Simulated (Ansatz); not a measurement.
**Fe: course of a relaxation**

Theory: DFT PBE, scalar-relativistic, plane waves, PAW (Ansatz 0.2.0). (420 eV cutoff, 20×20×20 k-mesh, Gaussian smearing of 0.10 eV, collinear spin)

What was changed in Sr: Sr → Fe on all its sites, cell and atoms relaxed.

Command:

```bash
ansatz run input.yaml --threads 1 --pin off --max-ram 2560MiB --backend cpu --events-out ev --progress --plain --runs-dir out
```

Input:

```yaml
crystal:
  lattice:
    - [0.0, 1.8261823883, 1.8261823883]
    - [1.8261823883, 0.0, 1.8261823883]
    - [1.8261823883, 1.8261823883, 0.0]
  atoms:
    - { symbol: Fe, position: [0.0, 0.0, 0.0], spin: 3.01 }
basis:
  ecutwfc: 420
kpoints:
  mp_grid: { grid: [20, 20, 20] }
hamiltonian:
  xc: pbe
scf:
  occupations: { method: gaussian, width: 0.1 }
output:
  forces: true
  stress: true
  eigenvalues: true
  populations: true
magnetization:
  spin_polarized: true
relax:
  adjacent_minimum: "off"
  f_tol: 0.01
  max_steps: 60
  cell: { stress_tol: 0.1 }
```

F is the free energy. Steps run on the plane waves of an earlier cell, but the last one, and at times one on the way, on a freshly chosen basis, so a repeated geometry can differ a little in energy.

Steps:

| step | F − F(1) (eV) | largest force component (eV/Å) | V (Å³/atom) | P (GPa) |
| --- | --- | --- | --- | --- |
| 1 | 0.0000 | 0.000 | 12.180 | -1.75 |
| 2 | -0.0006 | 0.000 | 12.098 | -0.55 |
| 3 | -0.0007 | 0.000 | 12.060 | 0.00 |
| 4 | -0.0007 | 0.000 | 12.060 | 0.00 |

Relaxed structure:

```
CELL_PARAMETERS angstrom
0.00000 1.82015 1.82015
1.82015 0.00000 1.82015
1.82015 1.82015 0.00000
ATOMIC_POSITIONS crystal
Fe 0.00000 0.00000 0.00000
```

The structure is cubic, space group Fm-3m (No. 225). Conventional cell: a = 3.640 Å, b = 3.640 Å, c = 3.640 Å, α = 90.00°, β = 90.00°, γ = 90.00°. Fe (site symmetry m-3m) is surrounded by 12 Fe at 2.57 Å.

The run converged. It took 16 s on 1 thread of Intel(R) Xeon(R) 6975P-C (Granite Rapids), with other jobs on the host, peak memory 0.4 GiB.